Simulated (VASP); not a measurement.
The system is EuS.

```
Eu S
1.0
     0.00000    2.97850    2.97850
     2.97850    0.00000    2.97850
     2.97850    2.97850    0.00000
Eu S
1 1
Direct
  0.00000 0.00000 0.00000
  0.50000 0.50000 0.50000
```

* Program: VASP 6.6.1
* Task: single point
* Functional: PBE
* Potentials or basis: VASP PAW PBE potentials, release 64 (Eu, S)
* Cutoff: 520 eV
* k mesh: 8 × 8 × 8
* Occupations: fermi-dirac, width 0.05 eV
* Spin: collinear spin, ferromagnetic start
* Starting moments: [7.0, 0.0] μB

On this cell: pressure -2.8 GPa; largest force zero by symmetry; net moment 6.98 μB per cell; site moments Eu +6.59; S -0.07 μB; band gap on the k mesh none (metal or under the smearing width).

The same run follows on a disturbed copy (atoms moved at random, drawn with an rms of 0.05 Å):

```
CELL_PARAMETERS angstrom
0.00000 2.97850 2.97850
2.97850 0.00000 2.97850
2.97850 2.97850 0.00000
ATOMIC_POSITIONS crystal
Eu 0.00631 0.00077 0.00368
S 0.50938 0.48835 0.50507
```

Question: What does the disturbed cell give?

Answer: The energy (extrapolated to zero smearing) moves by +1.5 meV/atom; pressure -2.8 GPa; largest force 0.130 eV/Å; net moment 6.98 μB per cell; site moments Eu +6.59; S -0.07 μB; band gap on the k mesh none (metal or under the smearing width).

Forces on the atoms (eV/Å):
```
Eu  -0.095  0.038 -0.080
S    0.095 -0.038  0.080
```

Caveats: spin-orbit coupling is left out, which moves the levels of the heavy elements; a cell with one magnetic atom can't hold antiferromagnetic order, which such compounds often take; without U or exact exchange the open f shell lies at the Fermi level, which spoils levels, moments and volumes.
